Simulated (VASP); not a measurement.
Here is a VASP 6.6.1 calculation.

Contents of INCAR:

```
SYSTEM = Yb
PREC = Accurate
ENCUT = 520
EDIFF = 1E-7
ISMEAR = -1
SIGMA = 0.05
LREAL = .False.
LASPH = .True.
NELM = 100
ALGO = Fast
ISIF = 2
LWAVE = .False.
LCHARG = .True.
ISPIN = 2
MAGMOM = 2.5 2.5
LORBIT = 11
LMAXMIX = 6
GGA = PE
LELF = .True.
LVHAR = .True.
NBANDS = 35
```

KPOINTS

```
regular mesh
0
Gamma
  8 8 4
  0 0 0
```

POSCAR

```
Yb
1.0
    3.8799000000      0.0000000000      0.0000000000
   -1.9399500000      3.3600919641      0.0000000000
    0.0000000000      0.0000000000      6.3859000000
Yb
2
Direct
    0.6666666667      0.3333333333      0.7500000000
    0.3333333333      0.6666666667      0.2500000000
```

Potentials or basis: VASP PAW PBE potentials, release 64 (Yb).

Command:

```console
$ cat potpaw_PBE.64/Yb/POTCAR > POTCAR
$ mpirun -np 1 vasp_std > vasp.out
```

Q: Estimate the band gap on the k mesh.

A: None (metal or under the smearing width).

Q: Estimate the pressure.

A: -2.6 GPa.

Stress tensor (GPa, compression positive):
```
-2.66  0.00  0.00
 0.00 -2.66  0.00
 0.00  0.00 -2.55
```

Caveat: spin-orbit coupling is left out, which moves the levels of the heavy elements. The state reached can hang on the start; a lower one may exist.
